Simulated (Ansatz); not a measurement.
Relaxed lattice of ScAl2 against the k-mesh

Method: DFT r2SCAN, scalar-relativistic, plane waves, PAW (Ansatz 0.2.0). Each run relaxes cell and atoms to zero pressure from this start:

```cif
data_structure
_symmetry_space_group_name_H-M 'P 1'
_symmetry_Int_Tables_number 1
_cell_length_a 5.3424
_cell_length_b 5.3424
_cell_length_c 5.3424
_cell_angle_alpha 60.000
_cell_angle_beta 60.000
_cell_angle_gamma 60.000
_cell_volume 107.82
loop_
_atom_site_label
_atom_site_type_symbol
_atom_site_fract_x
_atom_site_fract_y
_atom_site_fract_z
_atom_site_occupancy
Sc1 Sc 0.50000 0.50000 0.50000 1
Sc2 Sc 0.75000 0.75000 0.75000 1
Al1 Al 0.12500 0.12500 0.12500 1
Al2 Al 0.62500 0.12500 0.12500 1
Al3 Al 0.12500 0.62500 0.12500 1
Al4 Al 0.12500 0.12500 0.62500 1
```

* plane-wave cutoff: 500 eV
* occupation rule: Gaussian smearing, 0.1 eV
* spin treatment: unpolarised

Lengths are those of the conventional cell, space group Fd-3m.

```csv
k-mesh,a (Å),volume (Å³/atom),gap on mesh (eV)
1×1×1,7.583,18.17,metal
2×2×2,7.588,18.20,metal
4×4×4,7.559,18.00,metal
6×6×6,7.555,17.97,metal
8×8×8,7.555,17.97,metal
```

Cost: 5 runs of about 2.3 core-minutes in all, on AMD EPYC (Zen 3) (shared hosts).